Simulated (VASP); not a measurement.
The system is TaN.

```
CELL_PARAMETERS angstrom
2.93800 0.00000 0.00000
-1.46900 2.54438 0.00000
0.00000 0.00000 2.88300
ATOMIC_POSITIONS crystal
Ta 0.00000 0.00000 0.50000
N 0.66667 0.33333 0.00000
```

| Quantity | Value |
| --- | --- |
| Program | VASP 6.6.1 |
| Task | relaxation of cell and atoms |
| Functional | LDA |
| Potentials or basis | VASP PAW LDA potentials, release 64 (Ta_pv, N) |
| Cutoff | 600 eV |
| k mesh | 8 × 8 × 8 |
| Occupations | fermi-dirac, width 0.05 eV |
| Spin | no spin polarisation |

At the start: pressure -9.8 GPa; volume 10.78 Å³/atom.

Where does the relaxation end?

Over 7 steps the energy falls by 9.2 meV/atom and the volume is 10.49 Å³/atom (-2.7 %); space group P-6m2 (No. 187, to 0.05 Å).

Step by step:
```tsv
step	energy change (eV)	largest force (eV/Å)	pressure (GPa)	volume (Å³)
1	0.0000	0.0000	-9.85	21.55
2	0.1127	0.0000	31.19	19.55
3	-0.0183	0.0000	-0.31	20.99
4	-0.0183	0.0000	-0.07	20.97
5	-0.0183	0.0000	0.14	20.96
6	-0.0183	0.0000	-0.34	20.99
7	-0.0183	0.0000	-0.08	20.97
```

Final structure:
```xyz
2
Lattice="2.9119 0.0000 0.0000 -1.4559 2.5218 0.0000 0.0000 0.0000 2.8563" Properties=species:S:1:pos:R:3 pbc="T T T"
Ta    0.0000    0.0000    1.4281
N     1.4559    0.8406    0.0000
```
